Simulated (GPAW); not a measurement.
Runs of GPAW 26.7.0 on Ti. It takes space group Fm-3m (No. 225, cubic). Conventional cell: a = 4.060 Å, b = 4.060 Å, c = 4.060 Å, α = 90.00°, β = 90.00°, γ = 90.00°. Ti (site symmetry m-3m) is surrounded by 12 Ti at 2.87 Å. This isn't the form of Ti at room conditions, which is hcp.

```csv
task,level,potentials or basis,cell,band path,band points,gap on the mesh (eV),pressure (GPa),V0 of scaled cells (Å³/atom),B0 (GPa)
single point,PBEsol,"PAW data sets generated in the run's folder for this functional, pw",as given,-,-,none,-0.9,-,-
band structure,PBEsol,"PAW data sets generated in the run's folder for this functional, pw",as given,"GXWKGLUWLK,UX",80,-,-0.9,-,-
single point,PBEsol,"PAW data sets generated in the run's folder for this functional, pw",cell strained at random at fixed volume,-,-,none,-0.8,-,-
equation of state,PBEsol,"PAW data sets generated in the run's folder for this functional, pw",as given,-,-,-,-,(a),114
equation of state,LDA,"the program's PAW data sets (release 1.2.1) made for this functional, pw",as given,-,-,-,-,16.07,125
```

Alike in all rows: no spin polarisation; k mesh 11 × 11 × 11; cutoff (eV) 600; smearing fermi-dirac 0.05 eV.

Question: Estimate the missing entries.

Answer: (a) 16.73.

A gap of «none» marks a metal or a gap under the smearing width.
